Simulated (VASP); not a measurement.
The system is P.

```xyz
6
Lattice="-3.0264 3.0264 3.0264 3.0264 -3.0264 3.0264 3.0264 3.0264 -3.0264" Properties=species:S:1:pos:R:3 pbc="T T T"
P     0.0000    3.0264    1.5132
P     3.0264    0.0000    1.5132
P     1.5132    3.0264    0.0000
P     0.0000    1.5132    3.0264
P     1.5132    0.0000    3.0264
P     3.0264    1.5132    0.0000
```

The cell was built by a generator and needn't be a form met in nature.

| Quantity | Value |
| --- | --- |
| Program | VASP 6.6.1 |
| Task | relaxation of cell and atoms |
| Functional | PBE |
| Potentials or basis | VASP PAW PBE potentials, release 64 (P) |
| Cutoff | 600 eV |
| k mesh | 4 × 4 × 4 |
| Occupations | gaussian, width 0.1 eV |
| Spin | no spin polarisation |

At the start: pressure 14.4 GPa; volume 18.48 Å³/atom.

Question: How do energy, volume and symmetry change on relaxing?

Answer: Over 4 steps the energy falls by 222.8 meV/atom and the volume is 24.46 Å³/atom (+32.3 %); space group Im-3m (No. 229, to 0.05 Å).

The path:
| step | energy change (eV) | largest force (eV/Å) | pressure (GPa) | volume (Å³) |
| --- | --- | --- | --- | --- |
| 1 | 0.0000 | 0.0000 | 14.43 | 110.88 |
| 2 | -1.2960 | 0.0000 | 2.07 | 139.78 |
| 3 | -1.2562 | 0.0000 | -2.45 | 156.31 |
| 4 | -1.3366 | 0.0000 | -0.12 | 146.73 |

Final structure:
```xyz
6
Lattice="-3.3227 3.3227 3.3227 3.3227 -3.3227 3.3227 3.3227 3.3227 -3.3227" Properties=species:S:1:pos:R:3 pbc="T T T"
P     0.0000    3.3227    1.6613
P     3.3227    0.0000    1.6613
P     1.6613    3.3227    0.0000
P     0.0000    1.6613    3.3227
P     1.6613    0.0000    3.3227
P     3.3227    1.6613    0.0000
```

Caveat: the k mesh is coarse (spacing up to 0.37 Å⁻¹), so the values aren't converged; the volume moved by over 15 % at a fixed basis, so the end points are rough.
